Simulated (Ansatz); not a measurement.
SnTe:

```
Te Sn
1.0
     0.00000    3.15085    3.15085
     3.15085    0.00000    3.15085
     3.15085    3.15085    0.00000
Te Sn
1 1
Direct
  0.50000 0.50000 0.50000
  0.00000 0.00000 0.00000
```

Below is the output of Ansatz 0.2.0 for this cell. Logs are shortened: lines on timing, memory, paths and dates and some standing lists are left out, and cuts for length are marked.

```text
Warning: RAYON_NUM_THREADS=1 ignored (pool sized by the plan → 1); use --threads N
LAPW: plane waves up to 6.971 Å⁻¹, error target 1.0e-3 eV per atom; small_component_spin mean_spin; Sn in spheres of 1.592 Å, 22 of its electrons in bands, Dirac shells []; Te in spheres of 1.559 Å, 24 of its electrons in bands, Dirac shells [] (how accurate: hamiltonian.pseudopotentials.lapw.basis_error, Limitations)
Engine: ansatz 0.2.0, x86_64-unknown-linux-gnu
Pseudopotentials: kind: all_electron
Pseudopotential: Te, LAPW, valence charge 24, lapw/all_electron/scalar/gaussian/Te, Koelling and Harmon's equation, gaussian nucleus
Pseudopotential: Sn, LAPW, valence charge 22, lapw/all_electron/scalar/gaussian/Sn, Koelling and Harmon's equation, gaussian nucleus
Functional definition: PBE
  parameter kappa = 0.804
  parameter beta = 0.06672455060314922
  exchange = pbe_x(kappa = kappa, mu = beta*pi^2/3)
  correlation = pbe_c(beta = beta)
Crystal: 2 atoms, lattice volume = 62.562 Å³
Basis set: ecut = 185.1443567315066 eV, 339 PW (Γ), exchange–correlation at level 2
Bands: 28, of which v1, the nominal top of the filled ones, is band 23 counted from 1 (22 counted from 0)
Symmetry: 48 space group operations
Space group: Fm-3m (ITA 225), of the structure as read, at distance tolerance 4.0e-5 Å
k-points: 20 of 343
Non-local potential: Te, projectors of the file, none
Non-local potential: Sn, projectors of the file, none
Initial density: superposition of atomic densities (chi_scale 0.1, normalization cell, long waves kept (reshape's long-wave potential 0.00 eV rms))
Initial wavefunctions: plane waves of lowest kinetic energy (no species holds an atomic orbital)
Functional: x = pbe(κ = 0.804, μ = 0.2195149727645171), c = pbe(β = 0.06672455060314922)
iter 1 solved again at ethr=4.44e-4 eV; its pass at ethr=1.00e-1 eV (dr2=2.04e-1 eV) is discarded
SCF iter   1: F=—  HF=-352974.407441 eV  |F-HF|=—  |Δ(HF+E_count)|=         —  Δρ=1.24e-2  dr2=2.04e-1  ethr=4.44e-4  ⟨swp⟩=2.7  Hψ=3593  notcnv=0
preconditioner: auto → none  [insulator: Δε(μ)=0.669 eV  Ē_g=17.508 eV  σ=0.024 eV  W_gap=1.00  n_scr=14 (ndim 8)  ℏωp=21.0 eV  f_vac=0.029  D(μ)=0.00/eV (n_scr^D=0)  ε∞_Penn≈2.4]
iter 2 solved again at ethr=1.68e-5 eV; its pass at ethr=4.44e-4 eV (dr2=7.73e-3 eV) is discarded
SCF iter   2: F=—  HF=-352974.361268 eV  |F-HF|=—  |Δ(HF+E_count)|=   4.62e-2  Δρ=3.90e-3  dr2=7.74e-3  ethr=1.68e-5  ⟨swp⟩=2.0  Hψ=2913  notcnv=0
SCF iter   3: F=—  HF=-352974.358967 eV  |F-HF|=—  |Δ(HF+E_count)|=   2.30e-3  Δρ=2.38e-3  dr2=4.37e-3  ethr=1.68e-5  ⟨swp⟩=2.0  Hψ=1760  notcnv=0
SCF iter   4: F=—  HF=-352974.360036 eV  |F-HF|=—  |Δ(HF+E_count)|=   1.07e-3  Δρ=1.02e-3  dr2=8.07e-4  ethr=9.49e-6  ⟨swp⟩=2.0  Hψ=1660  notcnv=0
SCF iter   5: F=—  HF=-352974.360151 eV  |F-HF|=—  |Δ(HF+E_count)|=   1.14e-4  Δρ=2.23e-4  dr2=3.88e-5  ethr=1.75e-6  ⟨swp⟩=2.0  Hψ=1672  notcnv=0
SCF iter   6: F=—  HF=-352974.360164 eV  |F-HF|=—  |Δ(HF+E_count)|=   1.28e-5  Δρ=2.52e-5  dr2=5.10e-7  ethr=8.44e-8  ⟨swp⟩=2.5  Hψ=1674  notcnv=0
SCF iter   7: F=-352974.360164 eV  HF=-352974.360164 eV  |F-HF|=7.86e-9  |Δ(HF+E_count)|=   2.26e-7  Δρ=3.18e-6  dr2=9.48e-9  ethr=1.11e-9  ⟨swp⟩=2.8  Hψ=1694  notcnv=0
SCF 1 converged in 7 iterations: F = -352974.360164 eV  dr2 = 9.48e-9
SCF converged after 7 iterations
Free energy (F): -352974.360164 eV
Harris-Foulkes:  -352974.360164 eV  (|F-HF|=7.86e-9)
Internal energy: -352974.360164 eV  (E = F + TS)
E sigma→0 (E₀):  -352974.360164 eV
Fermi energy:    12.138530 eV
--- Per-component energies (eV) ---
  E_band       = -1841.738322
  E_kinetic    = 372041.586149
  E_xc         = -9288.845886
  E_electrostatic = -715727.100426  (all electrons and nuclei)
  E_smearing   = -0.000000  (= −TS)
  E_closure    = 0.000000  (closes the sum)
  E_atoms      = -352966.846133  (free atoms, spherical and without spin; not in F)
  Σ components = -352974.360164   (vs F -352974.360164, Δ=0.00e0)
  Basis errors (estimates in eV, not in F): energy 3.4e-4 per atom: plane waves 3.3e-4 (1.8e-4 summed), levels above the bands 0.0e0, relativity 2.6e-8, radial functions 1.2e-5, core shells 6.1e-10; eigenvalues (radial functions only) 2.5e-6; not estimated: angular momenta, meshes, grids; target (lapw.basis_error) 1.0e-3; muffin-tin radii Sn 1.592 Å, Te 1.559 Å
--- Forces (eV/Å), atoms counted from 1 ---
  atom   1  Te    -0.00000000     0.00000000    -0.00000000
  atom   2  Sn    -0.00000000     0.00000000    -0.00000000
  max |Σ_I F_I| component: 3.12e-31 eV/Å
--- Stress (GPa, compression-positive) ---
        2.231351       0.000000      -0.000000
        0.000000       2.231351      -0.000000
       -0.000000      -0.000000       2.231351
  P = ⅓ Tr σ = 2.2314 GPa (22.314 kbar)
--- Band table (eV; the first three rows and the last of 20) ---
  k-point 0: bands = ["-147.6570", "-117.8480", "-97.6957", "-97.6957", "-97.6957", "-73.6339", "-73.6339", "-73.6339", "-25.0300", "-25.0300", "-25.0259", "-25.0259", "-25.0259", "-9.8604", "-9.8604", "-9.8556", "-9.8556", "-9.8556", "-0.7605", "7.3693", "9.9015", "9.9015", "9.9015", "15.4015", "15.4015", "15.4015", "16.8215", "16.8215"]
  k-point 1: bands = ["-147.6570", "-117.8480", "-97.6957", "-97.6957", "-97.6957", "-73.6339", "-73.6339", "-73.6339", "-25.0299", "-25.0299", "-25.0259", "-25.0258", "-25.0258", "-9.8614", "-9.8614", "-9.8553", "-9.8544", "-9.8544", "-0.5896", "6.4858", "9.9321", "9.9321", "10.5102", "14.5663", "14.5663", "14.6052", "16.7725", "17.2399"]
  k-point 2: bands = ["-147.6570", "-117.8480", "-97.6957", "-97.6957", "-97.6957", "-73.6339", "-73.6339", "-73.6339", "-25.0298", "-25.0298", "-25.0257", "-25.0255", "-25.0255", "-9.8640", "-9.8640", "-9.8547", "-9.8515", "-9.8515", "-0.1216", "5.0159", "10.0438", "10.0438", "11.2584", "13.3395", "13.3395", "13.4095", "17.4617", "18.3913"]
  k-point 19: bands = ["-147.6570", "-117.8480", "-97.6957", "-97.6957", "-97.6957", "-73.6339", "-73.6339", "-73.6339", "-25.0301", "-25.0295", "-25.0256", "-25.0253", "-25.0248", "-9.8727", "-9.8613", "-9.8536", "-9.8507", "-9.8455", "0.8730", "4.5667", "7.0984", "7.8169", "10.8210", "13.2425", "16.1813", "17.0919", "17.3241", "18.5369"]
```

Question: Write the input and the command behind it.

Answer: Single point with PBE, no spin polarisation. The files as run (others can give the same):

input.yaml
```yaml
crystal:
  lattice:
    - [0.0, 3.15085, 3.15085]
    - [3.15085, 0.0, 3.15085]
    - [3.15085, 3.15085, 0.0]
  atoms:
    - { symbol: Te, position: [0.5, 0.5, 0.5] }
    - { symbol: Sn, position: [0.0, 0.0, 0.0] }
kpoints:
  mp_grid: { grid: [7, 7, 7] }
scf:
  occupations: { method: gaussian, width: 0.024 }
hamiltonian:
  xc: pbe
  pseudopotentials: { kind: all_electron, lapw: { basis_error: 0.001 } }
output:
  forces: true
  stress: true
  eigenvalues: true
```

Potentials or basis: all-electron LAPW, scalar-relativistic.
Command:
```bash
$ ansatz run input.yaml --threads 1 --pin off --max-ram 3072MiB --backend cpu --events-out ev --progress --plain --runs-dir out
```

Caveat: this odd mesh misses L, where the gap lies, so gap, dielectric constants and Born charges aren't listed.
